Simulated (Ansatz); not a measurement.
Here is an Ansatz 0.2.0 calculation.

File input.yaml:

```yaml
crystal:
  lattice:
    - [-2.0893754423, 2.0893754423, 2.0893754423]
    - [2.0893754423, -2.0893754423, 2.0893754423]
    - [2.0893754423, 2.0893754423, -2.0893754423]
  atoms:
    - { symbol: I, position: [0.0, 0.0, 0.0] }
hamiltonian:
  xc: pbesol
  pseudopotentials: { kind: paw }
  dispersion: d3bjatm
kpoints:
  mp_grid: { grid: [9, 9, 9] }
scf:
  occupations: { method: fermi_dirac, width: 0.05 }
output:
  forces: true
  stress: true
  eigenvalues: true
relax:
  f_tol: 0.01
  max_steps: 40
  cell: { stress_tol: 0.05 }
```

Potentials or basis: Ansatz PAW.

Command:

```bash
$ ansatz run input.yaml --threads 2 --pin off --max-ram 5632MiB --backend cpu --events-out ev --progress --plain --runs-dir out
```

What does it give for the space group after relaxing (to 0.05 Å)?

Im-3m (No. 229).

What does it give for the band gap on the k mesh?

None (metal or under the smearing width).

The path:
```csv
step,energy change (eV),largest force (eV/Å),volume (Å³)
1,0.0000,0.0000,36.48
2,-0.0607,0.0000,33.25
3,-0.0708,0.0000,30.58
4,-0.0731,0.0000,31.35
5,-0.0722,0.0000,31.35
```

Caveat: the plane-wave basis is chosen anew once the cell has moved, so the energies of steps on either side of that aren't comparable; an odd number of electrons without spin polarisation forces a metal; a magnetic or distorted state may lie lower; pairwise dispersion overbinds metals, which lowers pressure and volume; the PAW data sets come from PBE, with cores solved anew for the run's functional, which leaves a small shift of forces and pressure. The run has no spin-orbit coupling, so splittings on I are missing.
